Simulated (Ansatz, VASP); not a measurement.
# One calculation of Fe, two programs

```
Fe
1.0
    -1.34982    1.34982    1.34982
     1.34982   -1.34982    1.34982
     1.34982    1.34982   -1.34982
Fe
1
Direct
  0.00000 0.00000 0.00000
```

Alike in both runs: task single point; functional LDA; k mesh 10 × 10 × 10; occupations fermi-dirac, width 0.1 eV; no spin polarisation.

|  | VASP | Ansatz |
| --- | --- | --- |
| version | VASP 6.6.1 | Ansatz 0.2.0 |
| potentials or method | VASP PAW LDA potentials, release 64 (Fe) | plane waves (420 eV) with PAW, scalar-relativistic |
| plane-wave cutoff (eV) | 520 | 420 |
| valence electrons in the cell | 8 | 16 |

Ansatz gave:

* pressure (GPa): 0.2

Problem. What did VASP give for the same quantities?

Solution. Pressure (GPa): -0.1.

The two sets of potentials don't hold the same shells in valence. Ansatz warned: «pseudo_functional_mismatch».

Caveats: the run has no spin polarisation, though such a crystal can be magnetic. Spin polarisation is off, so any magnetic state and its effect on volume and gap are missing.
